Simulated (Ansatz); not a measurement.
Geometry optimisation, Ansatz, RKS r2SCAN-D4/6-31G*.

Input file:

```yaml
crystal:
  periodic: [false, false, false]
  atoms:
    - { symbol: "N", position_ang: [-0.84865, 0.96668, -0.31082] }
    - { symbol: C, position_ang: [-0.23405, -0.17996, -0.30245] }
    - { symbol: "N", position_ang: [1.05667, -0.10172, 0.36382] }
    - { symbol: O, position_ang: [-0.56102, -1.29232, -0.765] }
    - { symbol: H, position_ang: [-1.72093, 0.88359, -0.84227] }
    - { symbol: H, position_ang: [1.06266, 0.68956, 0.99638] }
    - { symbol: H, position_ang: [1.24532, -0.96584, 0.86033] }
total_charge: -1
basis:
  gaussian: { orbitals: "6-31G*" }
hamiltonian:
  xc: r2scan
  dispersion: d4
relax:
  f_tol: 0.015
  max_steps: 40
```

Run as:

```bash
$ ansatz run input.yaml --threads 1 --pin off --max-ram 2048MiB --backend cpu --events-out ev --progress --plain --runs-dir out
```

Question: Where does it end, and by what steps?

Answer: It converged. Limits of this set-up: an anion without diffuse functions, the dipole of an ion depends on the origin. After 7 steps the energy has fallen by 0.063 eV; H5 moved furthest, 0.05 Å.

| step | energy less start (eV) | largest force component (eV/Å) | accepted |
| --- | --- | --- | --- |
| 0 | 0.0000 | 1.922 | yes |
| 1 | -0.0467 | 0.711 | yes |
| 2 | -0.0507 | 0.513 | yes |
| 3 | -0.0621 | 0.216 | yes |
| 4 | -0.0623 | 0.125 | yes |
| 5 | -0.0631 | 0.046 | yes |
| 6 | -0.0631 | 0.034 | yes |
| 7 | -0.0632 | 0.010 | yes |

```xyz
7
Properties=species:S:1:pos:R:3
N -0.851 1.017 -0.321
C -0.234 -0.158 -0.298
N 1.080 -0.090 0.347
O -0.561 -1.295 -0.741
H -1.715 0.830 -0.846
H 1.063 0.670 1.026
H 1.217 -0.974 0.833
```

Run time: 26 s on 1 thread of Arm Neoverse V1, with other jobs on the host, peak memory 0.13 GiB.
